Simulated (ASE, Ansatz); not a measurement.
# 1T-VSe2 triangular flake, bare edges, S on Se sites (28 atoms): support functions against a reference

Wanted: errors and times of a linear-scaling basis for 1T-VSe2 triangular flake, bare edges, S on Se sites (28 atoms). A setting counts as converged where the r.m.s. difference of forces stays under 1 % of the r.m.s. force.

Calculated with Ansatz 0.2.0; Kohn-Sham DFT, PBE, PAW (set soft_2, large core), plane waves.

## 1. The structure

The cell holds 28 atoms: 10 V, 15 Se and 3 S. Its edges and angles: a = 21.639 Å, b = 20.080 Å, c = 13.160 Å, α = 90.0°, β = 90.0°, γ = 90.0°. It derives from VSe2 (1T-VSe2) and VS2. 1T-VSe2 (a = 3.36 Å), rectangular cell with x along the armchair direction; triangle of inner radius 3.5 Å, 10 Å of vacuum, 3 of 18 Se replaced by S at random; not relaxed, displaced by a Gaussian of 0.02 Å. Vacuum lies along a, b and c.

Limits known from the start: Beside vacuum, support functions can miss their usual error bounds without a warning. The main run has no spin polarisation, so moments on V can't form in it, and no Hubbard term.

## 2. Plane-wave single point

This run is the reference for what follows, at a cutoff of 420 eV.

File input.yaml:

```yaml
crystal:
  lattice:
    - [21.63938, 0.0, 0.0]
    - [0.0, 20.08, 0.0]
    - [0.0, 0.0, 13.16]
  atoms:
    - { symbol: V, position: [0.23075, 0.24891, 0.49954] }
    - { symbol: Se, position: [0.27679, 0.33215, 0.62091] }
    - { symbol: Se, position: [0.31932, 0.24801, 0.38047] }
    - { symbol: V, position: [0.36628, 0.33136, 0.50053] }
    - { symbol: Se, position: [0.4109, 0.24913, 0.62255] }
    - { symbol: S, position: [0.45472, 0.33464, 0.37902] }
    - { symbol: Se, position: [0.32103, 0.41465, 0.38055] }
    - { symbol: V, position: [0.3668, 0.50082, 0.50081] }
    - { symbol: Se, position: [0.41014, 0.4171, 0.62122] }
    - { symbol: Se, position: [0.45625, 0.5017, 0.37991] }
    - { symbol: Se, position: [0.40972, 0.58467, 0.62007] }
    - { symbol: Se, position: [0.45508, 0.66799, 0.38143] }
    - { symbol: V, position: [0.49843, 0.24987, 0.49866] }
    - { symbol: Se, position: [0.54421, 0.33265, 0.62007] }
    - { symbol: S, position: [0.58949, 0.2483, 0.37631] }
    - { symbol: V, position: [0.63551, 0.33159, 0.50253] }
    - { symbol: S, position: [0.67976, 0.25072, 0.62005] }
    - { symbol: Se, position: [0.72387, 0.33559, 0.38054] }
    - { symbol: V, position: [0.50029, 0.4158, 0.50038] }
    - { symbol: Se, position: [0.54467, 0.50106, 0.62373] }
    - { symbol: Se, position: [0.58953, 0.41633, 0.38121] }
    - { symbol: V, position: [0.6341, 0.49976, 0.49863] }
    - { symbol: Se, position: [0.67849, 0.41566, 0.62018] }
    - { symbol: V, position: [0.50077, 0.58369, 0.49817] }
    - { symbol: Se, position: [0.54453, 0.66891, 0.61959] }
    - { symbol: Se, position: [0.58796, 0.58455, 0.38215] }
    - { symbol: V, position: [0.50074, 0.75151, 0.50219] }
    - { symbol: V, position: [0.76882, 0.24761, 0.50064] }
kpoints:
  mp_grid: { grid: [1, 1, 1] }
hamiltonian:
  xc: pbe
  pseudopotentials: { kind: paw, core: large }
scf:
  occupations: { method: gaussian, width: 0.025 }
output:
  forces: true
  populations: true
  dos:
    method: { smearing: { sigma: 0.08 } }
    de: 0.1
    projected: { site_lists: { S: [S], Se: [Se], V: [V] } }
  eigenvalues: true
  write_density: true
  write_potential: true
  volumetric_format: npy
```

On the command line:

```sh
ansatz run input.yaml --threads 8 --pin off --max-ram 15872MiB --backend cpu --events-out ev --progress --plain --runs-dir out
```

Numbers of over 12 decimals in the logs are rounded to 6 here.

Output:

```text
Engine: ansatz 0.2.0, aarch64-unknown-linux-gnu
Pseudopotentials: kind: paw
Pseudopotential: V, paw, valence charge 13, recommended cutoff 420 eV (normal), V.paw.azcp
Pseudopotential: Se, paw, valence charge 6, recommended cutoff 420 eV (normal), Se.paw.azcp#standard-large-core
Pseudopotential: S, paw, valence charge 6, recommended cutoff 420 eV (normal), S.paw.azcp
[... 5 lines on functional and potentials left out ...]
Crystal: 28 atoms, lattice volume = 5718.267 Å³
Basis set: ecut = 420 eV, 111653 PW (Γ), exchange–correlation on 300×270×180 points (8 copies of the dense FFT grid, shifted against one another)
Bands: 147, of which v1, the nominal top of the filled ones, is band 119 counted from 1 (118 counted from 0)
Symmetry: 1 space group operations
Space group: P1 (ITA 1), of the structure as read, at distance tolerance 1.8e-4 Å
k-points: 1
[... 7 lines on functional and potentials left out ...]
Initial density: superposition of atomic densities (neutral atoms: chi_scale 0, normalization atom)
Initial wavefunctions: pseudopotential atomic-orbital guess
Functional: x = pbe(κ = 0.804, μ = 0.219515), c = pbe(β = 0.066725)
SCF iter   1: F=—  HF=-70511.495688 eV  |F-HF|=—  |Δ(HF+E_count)|=         —  Δρ=3.00e-2  dr2=1.84e2  ethr=3.10e-3  ⟨swp⟩=7.0  Hψ=693  notcnv=0
preconditioner: auto → LDOS  [insulator: Δε(μ)=0.051 eV  Ē_g=5.205 eV  σ=0.025 eV  W_gap=0.85  n_scr=422 (ndim 8)  ℏωp=6.0 eV  f_vac=0.798  D(μ)=31.50/eV (n_scr^D=96)  ε∞_Penn≈2.3  β→1.0]
SCF iter   2: F=—  HF=-70524.204395 eV  |F-HF|=—  |Δ(HF+E_count)|=    1.27e1  Δρ=6.84e-2  dr2=7.68e2  ethr=3.10e-3  ⟨swp⟩=6.0  Hψ=379  notcnv=0  defer=18  recentre
SCF iter   3: F=—  HF=-70502.393578 eV  |F-HF|=—  |Δ(HF+E_count)|=    2.18e1  Δρ=2.53e-2  dr2=1.16e2  ethr=3.10e-3  ⟨swp⟩=4.0  Hψ=385  notcnv=0  defer=10
SCF iter   4: F=—  HF=-70499.624897 eV  |F-HF|=—  |Δ(HF+E_count)|=    2.77e0  Δρ=1.55e-2  dr2=2.17e1  ethr=3.10e-3  ⟨swp⟩=3.0  Hψ=190  notcnv=0  defer=16
SCF iter   5: F=—  HF=-70499.185407 eV  |F-HF|=—  |Δ(HF+E_count)|=   4.39e-1  Δρ=6.60e-3  dr2=3.75e0  ethr=3.10e-3  ⟨swp⟩=3.0  Hψ=194  notcnv=0  defer=16
SCF iter   6: F=—  HF=-70499.119183 eV  |F-HF|=—  |Δ(HF+E_count)|=   6.62e-2  Δρ=6.78e-3  dr2=2.93e0  ethr=1.58e-3  ⟨swp⟩=3.0  Hψ=243  notcnv=0  defer=11
SCF iter   7: F=—  HF=-70499.132589 eV  |F-HF|=—  |Δ(HF+E_count)|=   1.34e-2  Δρ=7.96e-3  dr2=6.21e0  ethr=1.23e-3  ⟨swp⟩=3.0  Hψ=218  notcnv=0  defer=11
SCF iter   8: F=—  HF=-70499.072701 eV  |F-HF|=—  |Δ(HF+E_count)|=   5.99e-2  Δρ=5.48e-3  dr2=3.50e0  ethr=1.23e-3  ⟨swp⟩=2.0  Hψ=145  notcnv=0  defer=11
SCF iter   9: F=—  HF=-70499.060401 eV  |F-HF|=—  |Δ(HF+E_count)|=   1.23e-2  Δρ=3.87e-3  dr2=2.10e0  ethr=1.23e-3  ⟨swp⟩=1.0  Hψ=136  notcnv=0  defer=11
SCF iter  10: F=—  HF=-70499.051081 eV  |F-HF|=—  |Δ(HF+E_count)|=   9.32e-3  Δρ=1.47e-3  dr2=2.54e-1  ethr=8.81e-4  ⟨swp⟩=1.0  Hψ=136  notcnv=0  defer=11
[...]
SCF iter  38: F=—  HF=-70499.069774 eV  |F-HF|=—  |Δ(HF+E_count)|=   6.25e-6  Δρ=5.96e-6  dr2=4.61e-6  ethr=1.19e-9  ⟨swp⟩=1.0  Hψ=131  notcnv=0  defer=16
SCF iter  39: F=—  HF=-70499.069778 eV  |F-HF|=—  |Δ(HF+E_count)|=   3.87e-6  Δρ=5.40e-6  dr2=2.86e-6  ethr=1.19e-9  ⟨swp⟩=2.0  Hψ=132  notcnv=0  defer=16
SCF iter  40: F=—  HF=-70499.069780 eV  |F-HF|=—  |Δ(HF+E_count)|=   1.80e-6  Δρ=5.27e-6  dr2=3.67e-6  ethr=1.19e-9  ⟨swp⟩=2.0  Hψ=132  notcnv=0  defer=16
SCF iter  41: F=—  HF=-70499.069779 eV  |F-HF|=—  |Δ(HF+E_count)|=   3.17e-7  Δρ=3.23e-6  dr2=1.41e-6  ethr=1.19e-9  ⟨swp⟩=1.0  Hψ=131  notcnv=0  defer=16
SCF iter  42: F=—  HF=-70499.069779 eV  |F-HF|=—  |Δ(HF+E_count)|=   4.20e-8  Δρ=1.67e-6  dr2=3.64e-7  ethr=5.93e-10  ⟨swp⟩=2.0  Hψ=188  notcnv=0  defer=16
SCF iter  43: F=—  HF=-70499.069779 eV  |F-HF|=—  |Δ(HF+E_count)|=   7.78e-8  Δρ=1.35e-6  dr2=2.18e-7  ethr=1.53e-10  ⟨swp⟩=2.0  Hψ=132  notcnv=0  defer=16
SCF iter  44: F=—  HF=-70499.069780 eV  |F-HF|=—  |Δ(HF+E_count)|=   4.74e-7  Δρ=1.32e-6  dr2=2.13e-7  ethr=9.17e-11  ⟨swp⟩=1.0  Hψ=131  notcnv=0  defer=16
SCF iter  45: F=—  HF=-70499.069780 eV  |F-HF|=—  |Δ(HF+E_count)|=   1.43e-7  Δρ=1.15e-6  dr2=1.79e-7  ethr=8.96e-11  ⟨swp⟩=1.0  Hψ=131  notcnv=0  defer=16
SCF iter  46: F=—  HF=-70499.069780 eV  |F-HF|=—  |Δ(HF+E_count)|=   1.49e-8  Δρ=1.04e-6  dr2=1.46e-7  ethr=7.53e-11  ⟨swp⟩=1.0  Hψ=131  notcnv=0  defer=16
SCF iter  47: F=-70499.069780 eV  HF=-70499.069780 eV  |F-HF|=8.27e-8  |Δ(HF+E_count)|=   1.91e-7  Δρ=7.56e-7  dr2=6.52e-8  ethr=4.20e-11  ⟨swp⟩=20.0  Hψ=1237  notcnv=0
SCF 1 converged in 47 iterations: F = -70499.069780 eV  dr2 = 6.52e-8
  greatest PAW one-centre occupation: 1.000 electrons in one spin orbital (limit 2), on the V atom at site 15 (counted from 0), in its partial waves of l = 0
WARN: The output density's exchange-correlation potential varies sharply where the density is thin. Do not read a vacuum level from v_tot or v_xc, or from such a field of the output density. On a cell that repeats whose density bears no net charge and no dipole along the vacuum's axis use v_es (v_loc + v_h of the components); [...]
SCF converged after 47 iterations
Free energy (F): -70499.069780 eV
Harris-Foulkes:  -70499.069780 eV  (|F-HF|=8.27e-8)
Internal energy: -70499.010033 eV  (E = F + TS)
E sigma→0 (E₀):  -70499.039907 eV
Entropy (-TS):   -0.059747 eV (-2.134 meV/atom)
Fermi energy:    -2.975477 eV
--- Per-component energies (eV) ---
  E_band       = -5049.316063
  E_kinetic    = 5115.490125
  E_local      = -93644.308445  (includes V_loc(G=0)·N_el)
  E_nonlocal   = 455.915905
  E_hartree    = 44116.021454
  E_xc         = -4403.882787
  E_vxc        = -3075.305020  (∫ρ·V_xc dr)
  E_paw        = -46004.966690  (= ΣΔE_a)
  E_vpaw       = -2133.137219  (= ΣTr[D̂ρ^β])
  E_aug_tail   = 0.002710  (compensation charges beyond the density's cutoff)
  E_ewald      = 23866.717695
  E_smearing   = -0.059747  (= −TS)
  E_closure    = -0.000000  (closes the sum)
  Σ components = -70499.069780   (vs F -70499.069780, Δ=0.00e0)
--- Forces (eV/Å), atoms counted from 1 ---
  atom   1  V      3.44035108     1.98585253     0.07260024
  atom   2  Se    -1.40698699    -1.60796891    -1.21732927
  atom   3  Se    -1.92789616    -0.35582508     1.17483210
  atom   4  V      0.49833143     0.22581575    -0.45893456
  atom   5  Se     0.95009451    -0.52407942    -1.07557436
  atom   6  S      0.25049626    -0.99163894     2.12315903
  atom   7  Se     0.09275061     1.15069960     1.00851555
  atom   8  V      2.69396389    -1.63408111    -0.02303287
  atom   9  Se    -0.56617670     0.48285635    -0.66634747
  atom  10  Se    -0.99522768    -0.03383339     0.49136538
  atom  11  Se    -0.92141075    -0.58804185    -0.98981560
  atom  12  Se     0.61686465     2.08789712     1.17120710
  atom  13  V      0.47854436     3.72698442    -1.04096946
  atom  14  Se    -0.17429410    -0.91957171    -0.49020545
[...]
atom  27  V     -0.09443089    -3.91961465    -0.09532645
  atom  28  V     -4.05404158     2.29150421     0.28112022
  max |Σ_I F_I| component: 5.17e-5 eV/Å
--- Band table (eV) ---
  k-point 0: bands = ["-67.9365", "-67.8994", "-67.8888", "-67.8449", [... 131 levels ...], "-2.4489", "-2.4349", "-2.2877", "-2.2541", "-2.2454", "-2.2186", "-2.2081", "-2.2003", "-2.0976", "-2.0827", "-2.0522", "-2.0321"]
--- Löwdin populations: 28 sites ---
  site symbol       q [e]
     0      V     12.3251
     1     Se      6.3591
     2     Se      6.3512
[...]
27      V     12.3059
  spilling = 0.006180 (of n_electrons = 238.000000)
```

Run time: 47 s. Hardware: 8 threads of Arm Neoverse V1, shared host; peak memory 3.7 GiB.

Reading the cycles: dr2 is the Hartree energy of the density residual (eV), the measure of convergence; HF is the Harris–Foulkes estimate of the energy, which meets the free energy F at convergence.

The program notes that potentials were chosen by core size and the exchange-correlation potential is rough where the density is thin.

Numbers from this run:

* free energy: -70499.0698 eV
* free energy per atom: -2517.8239 eV/atom
* SCF cycles: 47
* r.m.s. force component: 1.371 eV/Å
* longest force: 4.665 eV/Å
* Fermi energy: -2.975 eV
* levels partly filled by over 2 per cent: 5
* spilling of the projection: 0.00618

Neighbours are counted within 3.19 Å (Se-V), 3.02 Å (V-S).

Length of the force by element and coordination:

```tsv
element	coordination	atoms	mean length of the force (eV/Å)	spread	least	most
S	all	3	2.64	0.246	2.36	2.96
S	2	2	2.78	0.180	2.60	2.96
S	3	1	2.36	0	2.36	2.36
Se	all	15	1.65	0.579	0.894	2.59
Se	2	10	1.95	0.482	1.40	2.59
Se	3	5	1.05	0.108	0.894	1.22
V	all	10	2.55	1.60	0.332	4.67
V	2	3	4.19	0.339	3.92	4.67
V	4	3	3.45	0.324	3.15	3.90
V	6	4	0.660	0.273	0.332	1.07
```

Löwdin charges by element and coordination (they lack the spilled electrons, 0.053 e an atom on average):

```tsv
element	coordination	atoms	mean charge (e)	spread	least	most
S	all	3	-0.409	0.0803	-0.496	-0.302
S	2	2	-0.463	0.0328	-0.496	-0.430
S	3	1	-0.302	0	-0.302	-0.302
Se	all	15	-0.314	0.0794	-0.396	-0.191
Se	2	10	-0.370	0.0165	-0.396	-0.351
Se	3	5	-0.204	0.0104	-0.221	-0.191
V	all	10	0.742	0.057	0.663	0.833
V	2	3	0.687	0.0086	0.675	0.694
V	4	3	0.814	0.014	0.803	0.833
V	6	4	0.728	0.0401	0.663	0.769
```

States in the cell by windows of 0.5 eV, zero at the Fermi level; the larger projections on atomic orbitals stand beside the total:

```tsv
from (eV)	to (eV)	total	Se p	V d	S p
-10	-5	0.0	0.0	0.0	0.0
-5	-4.5	6.2	4.1	0.9	0.5
-4.5	-4	9.0	6.2	1.0	1.0
-4	-3.5	7.8	5.0	1.2	0.8
-3.5	-3	16.2	10.6	2.8	1.9
-3	-2.5	16.3	8.6	5.0	2.1
-2.5	-2	16.2	9.3	4.3	2.0
-2	-1.5	16.5	9.5	3.9	2.2
-1.5	-1	9.7	5.8	2.2	1.3
-1	-0.5	10.2	5.8	2.8	1.3
-0.5	0	12.2	0.9	10.4	0.2
```

The curve was stored every 0.100 eV, coarse against its broadening of 0.08 eV, so these counts are rough.

Between -26 and -10 eV lie 36 more states.

The stored curve holds about 156 of the 238 electrons; the rest, give or take the few that broadening carries across the Fermi level, lie in deeper levels below its range.

The levels nearest the highest filled one (over half full), pooled over k-points and spins:

```tsv
level less the highest filled one (eV)	occupation
-0.318	2
-0.225	2
-0.0317	1.97
-0.0113	1.71
-0.0055	1.53
0	1.32
0.0119	0.795
0.0147	0.676
0.0753	0
0.106	0
0.171	0
0.202	0
```

Electrostatic potential energy in the ac plane at fractional y = 0.248, with atoms of V and Se and S within 0.2 Å of it. With pseudopotentials it is smooth inside the atoms' cores, unlike the true potential.

Ten even steps from '0' (-36 eV) to '9' (2 eV), each cell a mean:
```
99999999999999999999999999999999999999999999
99999999999999999999999999999999999999999999
99999999999999999999999999999999999999999999
99999999999999999999999999999999999999999999
99999999999999999999999999999999999999999999
99999999999999999999999999999999999999999999
99999999999999999999989999999999999999999999
99999999999999999986324799999999999743689999
99999999999999999970000389999999997200058999
99999988887889999971000388888999997200058877
99999887632258999997545763236899999754676312
99999886202116899999998720202789999999872020
99999887301027888899999730103788999999973010
99999988754577311389999875457752368999987545
99999998888884000058999999898600016999999988
99999999999996100179999999999710027999999999
99999999999999766899999999999986689999999999
99999999999999999999999999999999999999999999
99999999999999999999999999999999999999999999
99999999999999999999999999999999999999999999
99999999999999999999999999999999999999999999
99999999999999999999999999999999999999999999
99999999999999999999999999999999999999999999
99999999999999999999999999999999999999999999
```
Columns run along a (16.0 Å, from fractional 0.06 to 0.80 of the cell; values clipped at the 3rd and 97th percentile), rows up along c (13.2 Å). Atoms in or near the plane, at fractional coordinates: V at (0.23, 0.50), Se at (0.32, 0.38), Se at (0.41, 0.62), V at (0.50, 0.50), S at (0.59, 0.38), S at (0.68, 0.62), V at (0.77, 0.50).

Valence density in the ac plane at fractional y = 0.248, with atoms of V and Se and S within 0.2 Å of it. It is the smooth field of the valence electrons, not physical close to the nuclei.

Ten steps, logarithmic in the rise over the least value, from '0' (0 e/Å³) to '9' (13 e/Å³), each cell a mean:
```
00000000000000000000000000000000000000000000
00000000000000000000000000000000000000000000
00000000000000000000000000000000000000000000
00000000000000000000000000000000000000000000
00000000000000000000000000000000000000000000
00000000000000000000000000000000000000000000
00000000000001122100000000000011110000000000
00000000000012344321000000001234432100000000
00000011000123422432100000002344443210000000
00001111100123433432211110012344443221000000
00135642100012333334564210001234433466410000
00269984111111122237997411111111223799731000
00258974222221111126897322221100012689730000
00023433344432100112443334443210011234210000
00000123432342100001112344344210001111000000
00000012343432100000001244444210000000000000
00000001233321000000000123332100000000000000
00000000011100000000000001110000000000000000
00000000000000000000000000000000000000000000
00000000000000000000000000000000000000000000
00000000000000000000000000000000000000000000
00000000000000000000000000000000000000000000
00000000000000000000000000000000000000000000
00000000000000000000000000000000000000000000
```
Columns run along a (16.0 Å, from fractional 0.15 to 0.89 of the cell), rows up along c (13.2 Å). Atoms in or near the plane, at fractional coordinates: V at (0.23, 0.50), Se at (0.32, 0.38), Se at (0.41, 0.62), V at (0.50, 0.50), S at (0.59, 0.38), S at (0.68, 0.62), V at (0.77, 0.50).

Mean Löwdin charges: S -0.41, Se -0.31, V +0.74 e (they miss 0.62 % of the electrons, so they add up to more than the cell's charge). Within 0.4 eV of the Fermi level the largest share is V d (81 % of the projected weight).

## 3. Local order

Bonds and neighbours are counted at the geometry of the runs.

Normalised to the volume that the atoms fill. g(r), total and by pair (bins of 0.2 Å):

```tsv
r (Å)	total	Se-Se	Se-V	Se-S	V-V	V-S	S-S
2.40	2.89	0.00	6.05	0.00	0.00	7.60	0.00
2.60	3.04	0.00	6.85	0.00	0.00	5.35	0.00
2.80	0.00	0.00	0.00	0.00	0.00	0.00	0.00
3.00	0.00	0.00	0.00	0.00	0.00	0.00	0.00
3.20	0.08	0.00	0.00	0.00	0.65	0.00	0.00
3.40	3.44	5.71	0.00	5.44	8.54	0.00	6.75
3.60	0.46	1.59	0.00	0.00	0.00	0.00	0.00
3.80	0.89	1.76	0.00	2.74	0.00	0.00	5.40
4.00	0.00	0.00	0.00	0.00	0.00	0.00	0.00
4.20	1.50	0.00	3.29	0.00	0.00	3.25	0.00
4.40	0.00	0.00	0.00	0.00	0.00	0.00	0.00
4.60	0.00	0.00	0.00	0.00	0.00	0.00	0.00
4.80	0.00	0.00	0.00	0.00	0.00	0.00	0.00
5.00	0.53	1.22	0.00	1.54	0.00	0.00	0.00
5.20	0.00	0.00	0.00	0.00	0.00	0.00	0.00
5.40	1.28	0.00	2.79	0.00	0.00	2.83	0.00
5.60	0.00	0.00	0.00	0.00	0.00	0.00	0.00
5.80	0.78	1.08	0.00	1.36	2.44	0.00	0.00
6.00	0.41	1.10	0.00	0.63	0.00	0.00	2.08
6.20	0.02	0.00	0.00	0.20	0.00	0.00	0.00
6.40	0.00	0.00	0.00	0.00	0.00	0.00	0.00
6.60	0.06	0.14	0.00	0.17	0.00	0.00	0.00
6.80	0.29	0.41	0.00	0.51	0.92	0.00	0.00
7.00	0.00	0.00	0.00	0.00	0.00	0.00	0.00
7.20	0.41	0.00	0.90	0.00	0.00	0.90	0.00
7.40	0.00	0.00	0.00	0.00	0.00	0.00	0.00
7.60	0.14	0.26	0.00	0.52	0.00	0.00	0.00
7.80	0.07	0.15	0.04	0.00	0.00	0.19	0.00
```

Bonds by pair of elements; cutoffs follow the first minimum of g(r), held within bounds set by covalent radii, and pairs that aren't listed don't count as bonded:

```tsv
pair A-B	cutoff (Å)	bonds	mean length (Å)	spread (Å)	shortest (Å)	B about A	A about B
Se-V	3.19	35	2.50	0.028	2.43	2.33	3.5
V-S	3.02	7	2.50	0.037	2.44	0.7	2.33
```

How many atoms have how many bonded neighbours:

```tsv
element	mean	2	3	4	6
S	2.33	2	1	0	0
Se	2.33	10	5	0	0
V	4.2	3	0	3	4
```

Bond angles (no mean is given where the spread exceeds 20°):

```tsv
angle	count	mean (°)	spread (°)
Se-V-Se	56	-	-
V-Se-V	25	84.2	1
S-V-Se	23	-	-
V-S-V	5	84	1.1
S-V-S	2	90.9	6.5
```

Bond length by coordination (bonds to H left out):

```tsv
element	coordination	atoms	mean bond length (Å)
S	2	2	2.51
S	3	1	2.50
Se	2	10	2.50
Se	3	5	2.51
V	2	3	2.50
V	4	3	2.51
V	6	4	2.50
```

Counting bonds as in the table, 67 % of S atoms have 2, 67 % of Se atoms have 2 and 40 % of V atoms have 6 bonded neighbours.

[end of part 1 of 2]

[Logs are printed without paths, hosts, clocks, repeated set-up lines and the standing remarks that a program may print on its own settings, such as how far it seeks lower states.]

[Hosts, paths, dates, database ids (printed as entryN), source tags and the programs' standing remarks are cut or masked in the printed files.]
